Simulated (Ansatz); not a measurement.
Born–Oppenheimer molecular dynamics of a periodic cell of 21 atoms, H$_{7}$C$_{6}$O$_{8}$ (host H4C3O4, host structure P-1, one H atom removed). It goes on from the last frame of an earlier run, with new velocities.

Method: DFT PBE-D3(BJ), scalar-relativistic, plane waves, PAW (Ansatz 0.2.0). Settings: accuracy low, cutoff 420 eV, k mesh 2x2x2, fermi-dirac smearing 0.05 eV, no spin polarisation.

* ensemble: NVT, Nosé–Hoover chain
* time step: 0.5 fs
* steps asked: 120
* set temperature: 650 K
* thermostat: time constant 100 fs, chain length 3
* seed: 782425

Frames 1 fs apart, positions in Å, forces in eV/Å.

Velocities at 30.0 fs (Å/ps):

```
H 24.67 21.75 -3.61
H -45.79 0.68 -4.07
H -11.10 3.07 37.50
H 10.91 27.65 21.73
H -8.13 -20.84 25.92
H -46.72 -15.12 1.32
H 21.35 2.07 19.79
C 3.88 6.65 1.63
C 1.98 -5.94 1.67
C 4.55 -2.20 -6.03
C 6.83 7.53 2.72
C -10.13 4.96 8.70
C -5.22 4.42 -6.04
O 5.06 -1.36 6.84
O 2.59 4.49 -12.39
O -1.38 -3.92 -5.36
O -6.84 -2.20 6.63
O 2.55 3.13 -5.73
O -1.94 -9.17 1.33
O -2.97 1.97 -4.53
O 4.97 -5.73 5.00
```

```xyz
21
Lattice="5.2659 0.0000 0.0000 0.4708 5.4317 0.0000 2.0504 2.5584 7.9337" Properties=species:S:1:pos:R:3:forces:R:3 time_fs=30.0 energy_less_start_eV=0.275 T=557
H 6.307 2.862 4.540 -1.00 0.45 -0.44
H 1.333 4.671 3.381 0.53 0.30 0.17
H 3.384 2.125 2.705 -1.28 -0.69 0.44
H 3.563 3.475 1.595 -1.25 1.55 -1.28
H 4.559 4.965 6.080 1.79 -0.68 0.11
H 6.188 2.867 7.758 0.56 -0.85 -0.60
H 1.868 5.288 -0.104 -0.03 -0.09 0.47
C 5.105 3.181 2.923 1.54 0.53 1.39
C 2.624 4.671 5.088 -1.04 0.20 -1.67
C 4.015 2.655 2.037 2.17 -1.25 1.54
C 3.675 5.457 5.821 -2.91 -0.32 1.02
C 4.629 1.695 1.055 1.20 -0.51 -1.75
C 3.200 6.426 6.812 -1.32 -0.14 -0.08
O 5.722 4.234 2.618 -0.12 0.31 -0.45
O 2.075 3.578 5.387 1.18 0.03 1.19
O 5.399 2.555 4.044 -0.09 -0.54 -0.54
O 2.257 5.241 3.983 -0.05 0.36 -0.34
O 0.595 1.643 0.841 -2.06 -0.46 0.43
O 7.243 6.687 7.035 1.96 -0.14 -0.62
O 3.690 0.975 0.377 0.51 1.32 1.40
O 4.217 6.953 7.525 -0.31 0.62 -0.39
21
Lattice="5.2659 0.0000 0.0000 0.4708 5.4317 0.0000 2.0504 2.5584 7.9337" Properties=species:S:1:pos:R:3:forces:R:3 time_fs=31.0 energy_less_start_eV=0.357 T=525
H 6.326 2.885 4.534 -1.24 0.27 -0.42
H 1.290 4.673 3.377 0.57 0.18 0.10
H 3.368 2.126 2.743 -0.47 -0.07 -0.44
H 3.568 3.509 1.611 -0.94 0.79 -1.00
H 4.559 4.941 6.106 1.26 -0.31 0.00
H 6.144 2.848 7.757 0.84 -0.86 -0.62
H 1.889 5.289 -0.082 -0.05 -0.35 0.32
C 5.110 3.188 2.926 1.22 -0.31 1.42
C 2.625 4.665 5.089 -0.74 1.07 -1.90
C 4.021 2.653 2.032 0.94 -0.73 2.38
C 3.681 5.465 5.824 -2.52 -0.94 0.89
C 4.619 1.700 1.063 2.01 -0.99 -2.50
C 3.195 6.430 6.806 -0.89 -0.08 0.24
O 5.727 4.232 2.624 0.00 0.85 -0.63
O 2.078 3.582 5.375 0.85 -0.84 1.49
O 5.398 2.551 4.039 0.34 -0.21 -0.37
O 2.251 5.239 3.990 0.09 0.57 -0.30
O 0.597 1.646 0.836 -2.70 -0.38 0.69
O 7.242 6.678 7.036 1.77 -0.02 -0.62
O 3.687 0.977 0.372 0.20 1.55 1.67
O 4.222 6.948 7.530 -0.54 0.83 -0.40
21
Lattice="5.2659 0.0000 0.0000 0.4708 5.4317 0.0000 2.0504 2.5584 7.9337" Properties=species:S:1:pos:R:3:forces:R:3 time_fs=32.0 energy_less_start_eV=0.503 T=470
H 6.334 2.912 4.524 -1.31 0.08 -0.32
H 1.252 4.676 3.375 0.67 0.10 0.09
H 3.347 2.125 2.778 0.20 0.38 -1.17
H 3.564 3.551 1.617 -0.42 -0.33 -0.57
H 4.570 4.915 6.132 0.40 0.27 -0.24
H 6.109 2.821 7.749 0.84 -0.43 -0.26
H 1.910 5.287 -0.057 -0.09 -0.54 0.18
C 5.115 3.194 2.929 0.79 -1.07 1.31
C 2.626 4.660 5.088 -0.43 1.85 -2.00
C 4.027 2.649 2.028 -0.32 0.30 2.90
C 3.684 5.471 5.828 -1.79 -1.75 0.87
C 4.611 1.704 1.069 2.59 -1.41 -3.10
C 3.188 6.434 6.800 -0.37 -0.07 0.54
O 5.732 4.232 2.631 0.08 1.34 -0.82
O 2.082 3.586 5.364 0.51 -1.65 1.75
O 5.397 2.547 4.033 0.63 0.08 -0.21
O 2.244 5.237 3.996 0.20 0.79 -0.34
O 0.597 1.648 0.830 -3.09 -0.31 0.89
O 7.242 6.669 7.037 1.46 0.14 -0.59
O 3.685 0.981 0.369 0.17 1.27 1.51
O 4.226 6.943 7.534 -0.72 0.97 -0.41
21
Lattice="5.2659 0.0000 0.0000 0.4708 5.4317 0.0000 2.0504 2.5584 7.9337" Properties=species:S:1:pos:R:3:forces:R:3 time_fs=33.0 energy_less_start_eV=0.725 T=385
H 6.330 2.939 4.512 -1.26 -0.12 -0.18
H 1.221 4.681 3.373 0.79 0.06 0.12
H 3.328 2.128 2.801 0.64 0.61 -1.59
H 3.557 3.590 1.618 0.05 -1.29 -0.21
H 4.586 4.891 6.156 -0.37 0.80 -0.47
H 6.081 2.789 7.739 0.70 0.24 0.24
H 1.930 5.280 -0.030 -0.17 -0.60 0.07
C 5.121 3.200 2.933 0.31 -1.67 1.07
C 2.627 4.657 5.086 -0.13 2.45 -1.96
C 4.033 2.646 2.027 -1.24 1.32 3.15
C 3.687 5.476 5.833 -1.12 -2.46 0.85
C 4.606 1.707 1.072 2.93 -1.71 -3.50
C 3.182 6.439 6.795 0.21 -0.10 0.79
O 5.737 4.232 2.636 0.10 1.69 -1.01
O 2.085 3.589 5.354 0.24 -2.29 1.95
O 5.396 2.543 4.027 0.82 0.30 -0.03
O 2.237 5.236 4.003 0.28 1.04 -0.46
O 0.596 1.651 0.826 -3.26 -0.27 1.02
O 7.242 6.659 7.037 1.05 0.32 -0.53
O 3.682 0.985 0.367 0.26 0.69 1.12
O 4.231 6.938 7.539 -0.84 0.99 -0.45
21
Lattice="5.2659 0.0000 0.0000 0.4708 5.4317 0.0000 2.0504 2.5584 7.9337" Properties=species:S:1:pos:R:3:forces:R:3 time_fs=34.0 energy_less_start_eV=0.928 T=308
H 6.313 2.965 4.497 -1.11 -0.33 0.00
H 1.197 4.686 3.373 0.92 0.06 0.18
H 3.315 2.137 2.810 0.84 0.65 -1.73
H 3.549 3.616 1.617 0.36 -1.86 0.00
H 4.598 4.874 6.176 -0.84 1.15 -0.62
H 6.060 2.760 7.732 0.59 0.84 0.67
H 1.948 5.267 -0.003 -0.26 -0.52 0.02
C 5.128 3.204 2.938 -0.14 -2.04 0.69
C 2.628 4.655 5.082 0.11 2.78 -1.77
C 4.037 2.644 2.029 -1.73 2.03 3.16
C 3.688 5.480 5.838 -0.70 -2.92 0.76
C 4.602 1.708 1.073 3.05 -1.83 -3.66
C 3.175 6.443 6.790 0.81 -0.18 0.98
O 5.742 4.233 2.642 0.05 1.89 -1.15
O 2.089 3.590 5.345 0.05 -2.70 2.07
O 5.396 2.539 4.021 0.93 0.44 0.19
O 2.231 5.236 4.008 0.32 1.30 -0.64
O 0.592 1.653 0.822 -3.24 -0.25 1.08
O 7.243 6.651 7.038 0.57 0.51 -0.45
O 3.680 0.989 0.366 0.33 0.10 0.73
O 4.234 6.934 7.543 -0.90 0.88 -0.53
21
Lattice="5.2659 0.0000 0.0000 0.4708 5.4317 0.0000 2.0504 2.5584 7.9337" Properties=species:S:1:pos:R:3:forces:R:3 time_fs=35.0 energy_less_start_eV=1.000 T=280
H 6.286 2.988 4.483 -0.85 -0.50 0.20
H 1.182 4.692 3.374 1.03 0.07 0.25
H 3.309 2.152 2.802 0.81 0.53 -1.59
H 3.545 3.625 1.616 0.52 -2.05 0.10
H 4.603 4.868 6.190 -1.02 1.27 -0.67
H 6.044 2.739 7.731 0.53 1.23 0.90
H 1.964 5.250 0.025 -0.37 -0.32 0.02
C 5.134 3.207 2.944 -0.53 -2.13 0.19
C 2.628 4.656 5.077 0.25 2.78 -1.43
C 4.041 2.644 2.033 -1.78 2.37 2.88
C 3.689 5.481 5.844 -0.56 -3.08 0.62
C 4.601 1.708 1.071 2.93 -1.74 -3.54
C 3.169 6.447 6.786 1.37 -0.30 1.10
O 5.747 4.235 2.646 -0.05 1.90 -1.23
O 2.093 3.590 5.337 0.00 -2.83 2.13
O 5.396 2.535 4.016 0.94 0.49 0.42
O 2.224 5.236 4.014 0.31 1.59 -0.89
O 0.587 1.656 0.818 -3.03 -0.27 1.06
O 7.245 6.642 7.037 0.09 0.68 -0.35
O 3.677 0.994 0.365 0.33 -0.32 0.47
O 4.237 6.931 7.546 -0.91 0.66 -0.64
21
Lattice="5.2659 0.0000 0.0000 0.4708 5.4317 0.0000 2.0504 2.5584 7.9337" Properties=species:S:1:pos:R:3:forces:R:3 time_fs=36.0 energy_less_start_eV=0.907 T=316
H 6.250 3.006 4.470 -0.48 -0.61 0.44
H 1.177 4.699 3.378 1.10 0.08 0.29
H 3.312 2.172 2.779 0.53 0.25 -1.15
H 3.546 3.615 1.615 0.53 -1.89 0.07
H 4.598 4.875 6.197 -0.89 1.17 -0.62
H 6.034 2.729 7.738 0.51 1.36 0.92
H 1.976 5.229 0.053 -0.48 -0.07 0.06
C 5.140 3.208 2.950 -0.83 -1.94 -0.39
C 2.629 4.659 5.071 0.30 2.44 -0.98
C 4.043 2.646 2.039 -1.40 2.39 2.29
C 3.689 5.479 5.850 -0.69 -2.96 0.40
C 4.602 1.707 1.065 2.58 -1.47 -3.17
C 3.164 6.451 6.783 1.85 -0.45 1.15
O 5.752 4.238 2.650 -0.20 1.73 -1.21
O 2.097 3.589 5.331 0.08 -2.67 2.10
O 5.397 2.532 4.010 0.83 0.40 0.65
O 2.218 5.237 4.019 0.26 1.88 -1.19
O 0.579 1.658 0.816 -2.63 -0.32 0.97
O 7.247 6.633 7.037 -0.35 0.84 -0.24
O 3.675 0.998 0.364 0.27 -0.53 0.37
O 4.240 6.928 7.550 -0.88 0.40 -0.77
21
Lattice="5.2659 0.0000 0.0000 0.4708 5.4317 0.0000 2.0504 2.5584 7.9337" Properties=species:S:1:pos:R:3:forces:R:3 time_fs=37.0 energy_less_start_eV=0.724 T=387
H 6.210 3.018 4.462 0.01 -0.60 0.71
H 1.182 4.706 3.385 1.11 0.06 0.30
H 3.319 2.195 2.745 -0.05 -0.21 -0.42
H 3.551 3.587 1.615 0.39 -1.36 -0.09
H 4.585 4.892 6.199 -0.45 0.82 -0.45
H 6.029 2.732 7.754 0.53 1.21 0.74
H 1.984 5.207 0.081 -0.55 0.12 0.09
C 5.145 3.208 2.956 -1.02 -1.50 -1.01
C 2.630 4.664 5.064 0.26 1.82 -0.43
C 4.044 2.649 2.047 -0.56 2.12 1.42
C 3.689 5.475 5.857 -1.11 -2.55 0.12
C 4.605 1.704 1.058 1.99 -1.05 -2.57
C 3.161 6.454 6.781 2.20 -0.61 1.15
O 5.758 4.243 2.653 -0.37 1.41 -1.09
O 2.101 3.585 5.325 0.27 -2.27 2.01
O 5.398 2.529 4.005 0.58 0.15 0.85
O 2.212 5.239 4.023 0.17 2.17 -1.51
O 0.570 1.660 0.813 -2.03 -0.40 0.80
O 7.248 6.626 7.037 -0.68 0.96 -0.14
O 3.673 1.002 0.363 0.16 -0.49 0.41
O 4.242 6.925 7.553 -0.85 0.18 -0.88
21
Lattice="5.2659 0.0000 0.0000 0.4708 5.4317 0.0000 2.0504 2.5584 7.9337" Properties=species:S:1:pos:R:3:forces:R:3 time_fs=38.0 energy_less_start_eV=0.589 T=439
H 6.170 3.025 4.460 0.56 -0.46 0.98
H 1.198 4.714 3.394 1.06 0.03 0.28
H 3.325 2.215 2.707 -0.83 -0.79 0.49
H 3.561 3.546 1.615 0.07 -0.45 -0.41
H 4.567 4.917 6.196 0.28 0.28 -0.19
H 6.028 2.747 7.777 0.60 0.76 0.36
H 1.987 5.187 0.111 -0.58 0.19 0.08
C 5.149 3.206 2.961 -1.12 -0.87 -1.59
C 2.631 4.670 5.056 0.16 1.02 0.15
C 4.045 2.654 2.056 0.69 1.54 0.46
C 3.688 5.469 5.864 -1.79 -1.89 -0.24
C 4.610 1.701 1.048 1.17 -0.53 -1.79
C 3.159 6.457 6.779 2.38 -0.76 1.13
O 5.762 4.248 2.655 -0.55 0.99 -0.89
O 2.105 3.580 5.322 0.52 -1.70 1.87
O 5.400 2.526 4.000 0.23 -0.22 0.98
O 2.206 5.243 4.026 0.07 2.43 -1.82
O 0.560 1.661 0.812 -1.19 -0.51 0.55
O 7.249 6.619 7.036 -0.88 1.04 -0.06
O 3.672 1.006 0.363 -0.02 -0.20 0.60
O 4.243 6.923 7.555 -0.84 0.10 -0.92
21
Lattice="5.2659 0.0000 0.0000 0.4708 5.4317 0.0000 2.0504 2.5584 7.9337" Properties=species:S:1:pos:R:3:forces:R:3 time_fs=39.0 energy_less_start_eV=0.577 T=445
H 6.136 3.028 4.468 1.01 -0.29 1.18
H 1.224 4.722 3.406 0.96 -0.01 0.24
H 3.324 2.227 2.674 -1.48 -1.27 1.23
H 3.571 3.500 1.610 -0.38 0.70 -0.88
H 4.552 4.945 6.192 1.15 -0.34 0.10
H 6.034 2.769 7.803 0.73 0.04 -0.17
H 1.984 5.168 0.141 -0.56 0.11 -0.02
C 5.153 3.204 2.964 -1.11 -0.15 -2.06
C 2.633 4.678 5.049 0.03 0.14 0.71
C 4.046 2.661 2.066 1.91 0.62 -0.20
C 3.685 5.462 5.870 -2.58 -1.12 -0.62
C 4.616 1.697 1.037 0.13 0.04 -0.89
C 3.160 6.459 6.779 2.39 -0.90 1.10
O 5.767 4.254 2.657 -0.71 0.52 -0.67
O 2.110 3.575 5.319 0.79 -1.06 1.68
O 5.402 2.522 3.996 -0.08 -0.61 1.10
O 2.200 5.248 4.029 -0.03 2.63 -2.07
O 0.549 1.663 0.810 -0.11 -0.65 0.23
O 7.249 6.612 7.035 -0.94 1.10 -0.01
O 3.670 1.010 0.363 -0.27 0.33 0.90
O 4.244 6.920 7.557 -0.85 0.17 -0.87
```

Of the whole run (60 fs, mean temperature of the second half 491 K): The conserved energy stayed within 0.22 meV per atom of its start (net change -0.12 meV per atom), so the integration is sound. The mean temperature of the second half is 24 % below the set value. A run of 0.06 ps of so small a system gives no equilibrium averages. Limits of this set-up: coarse k mesh, odd electron count without spin, low accuracy level.

Run time: 9 min on 1 thread of Arm Neoverse V2, on a shared host, peak memory 0.52 GiB.
